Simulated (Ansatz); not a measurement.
AlN in the zincblende structure at its r2SCAN geometry, run in the plane-wave code Ansatz at 2 levels of theory. Calculated for a static, non-magnetic cell.

The HSE06 input:
```yaml
crystal:
  lattice:
    - [0.0, 2.1848764218, 2.1848764218]
    - [2.1848764218, 0.0, 2.1848764218]
    - [2.1848764218, 2.1848764218, 0.0]
  atoms:
    - { symbol: Al, position: [0.0, 0.0, 0.0] }
    - { symbol: "N", position: [0.25, 0.25, 0.25] }
kpoints:
  mp_grid: { grid: [8, 8, 8] }
  band_path:
    path:
      - [0.0, 0.0, 0.0]
      - [-0.5, -0.5, 0.0]
      - [-0.375, -0.375, 0.25]
      - [-0.375, 0.0, 0.375]
      - [0.0, 0.0, 0.5]
      - [-0.5, -0.25, 0.25]
      - [0.0, 0.5, 0.5]
    npoints: 1
hamiltonian:
  xc: hse06
scf:
  occupations: { method: fixed }
  n_extra_bands: 4
output:
  forces: true
  stress: true
  eigenvalues: true
```

Main results, then, where recorded, the levels near the gap in eV from the Fermi energy (columns number the bands from 0), one row a point of the path (Γ, X, U, K, L, W, X):
```
Crystal: 2 atoms, lattice volume = 20.860 Å³
Symmetry: 24 space group operations
Space group: F-43m (ITA 216)
```
```
Basis set: ecut = 420 eV, 411 PW (Γ)
Bands: 8, of which v1, the nominal top of the filled ones, is band 4 counted from 1 (3 counted from 0)
k-points: 29 of 512 (time reversal used)
Exchange kernel: α = 0.2500, screened, ω = 0.2079 Å⁻¹, Wigner–Seitz truncation, v(0) = 1046.7407 eV·Å³, q-mesh 8×8×8
hybrid outer 1: dexx = +2.833e-3 eV, tail = 5.05e-6 eV
hybrid outer 2: dexx = +3.019e-8 eV, tail = 2.39e-8 eV, Δε = 1.58e-3 eV
Free energy (F): -924.659912 eV
Fermi energy:    6.025172 eV
--- Stress (GPa, compression-positive) ---
       -0.644864       0.000000       0.000000
        0.000000      -0.644864       0.000000
        0.000000       0.000000      -0.644864
  P = ⅓ Tr σ = -0.6449 GPa (-6.449 kbar)
```
```tsv
band_1	band_2	band_3	band_4	band_5	band_6
0.000	0.000	0.000	5.547	14.283	14.283
-5.292	-1.928	-1.928	4.552	10.083	16.090
-4.585	-3.890	-1.488	6.496	11.726	15.095
-4.585	-3.890	-1.488	6.496	11.726	15.095
-6.306	-0.524	-0.524	8.884	11.622	12.740
-4.066	-3.714	-2.848	7.425	13.065	13.701
-5.292	-1.928	-1.928	4.552	10.083	16.090
```

HSE06 gives an indirect gap of 4.55 eV, from Γ to X; the least direct gap is 5.55 eV at Γ.

Q: Another run on the same cell gave
```
Basis set: ecut = 420 eV, 411 PW (Γ)
Bands: 8, of which v1, the nominal top of the filled ones, is band 4 counted from 1 (3 counted from 0)
k-points: 29 of 512 (time reversal used)
hybrid outer 1: dexx = +4.022e-3 eV, tail = 7.28e-6 eV
hybrid outer 2: dexx = +4.847e-8 eV, tail = 2.70e-8 eV, Δε = 1.95e-3 eV
Free energy (F): -924.894147 eV
Fermi energy:    5.641558 eV
--- Stress (GPa, compression-positive) ---
       -0.719207       0.000000       0.000000
        0.000000      -0.719207       0.000000
        0.000000       0.000000      -0.719207
  P = ⅓ Tr σ = -0.7192 GPa (-7.192 kbar)
```
```tsv
band_1	band_2	band_3	band_4	band_5	band_6
0.000	0.000	0.000	6.270	15.061	15.061
-5.327	-1.937	-1.937	5.284	10.839	16.873
-4.618	-3.924	-1.497	7.245	12.495	15.877
-4.618	-3.924	-1.497	7.245	12.495	15.877
-6.351	-0.531	-0.531	9.638	12.394	13.515
-4.095	-3.745	-2.876	8.185	13.834	14.485
-5.327	-1.937	-1.937	5.284	10.839	16.873
```
Which level of theory gave it?

A: It is PBE0, judged by the exchange loop and the size of the gap (a near hybrid could fit too), on 8×8×8; the blocks that differ from the first input, but for the band path:
```yaml
hamiltonian:
  xc: pbe0
```
With PBE0 the valence top lies at Γ and the conduction bottom at X, 5.28 eV higher; the smallest vertical gap, at Γ, is 6.27 eV. At this geometry PBE0 finds -0.7 GPa, compression counted positive: its own equilibrium volume is smaller. The stress of a hybrid is loosely converged here.

Totals of different functionals can't be compared.

The meshes of the hybrids are coarse, so their gaps aren't converged to the digits shown.
